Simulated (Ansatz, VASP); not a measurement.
**One calculation of V, two programs**

```
V
1.0
    -1.49120    1.49120    1.49120
     1.49120   -1.49120    1.49120
     1.49120    1.49120   -1.49120
V
1
Direct
  0.00000 0.00000 0.00000
```

Alike in both runs: task relaxation of cell and atoms; functional PBEsol; k mesh 20 × 20 × 20; occupations gaussian, width 0.1 eV; no spin polarisation.

|  | VASP | Ansatz |
| --- | --- | --- |
| version | VASP 6.6.1 | Ansatz 0.2.0 |
| potentials or method | VASP PAW PBE potentials, release 64 (V_sv) | scalar-relativistic, plane waves, PAW |
| plane-wave cutoff (eV) | 600 | 420 |
| valence electrons in the cell | 13 | 13 |

Ansatz gave:

| Item | Value |
| --- | --- |
| gap on the k mesh at the Fermi level, each at its own relaxed structure (eV) | none |
| relaxed volume (Å³/atom) | 12.95 |
| relaxed cell length with the largest relative difference (Å) | 2.563 |
| energy change over the relaxation (meV/atom) | -4 |

What did VASP give for the same quantities?

gap on the k mesh at the Fermi level, each at its own relaxed structure (eV): none; relaxed volume (Å³/atom): 12.96; relaxed cell length with the largest relative difference (Å): 2.563; energy change over the relaxation (meV/atom): -4.

A gap of «none» marks a metal or a gap that the smearing closes.

Caveats: the PAW data sets were made with another functional, which shifts forces and pressure a little (VASP).
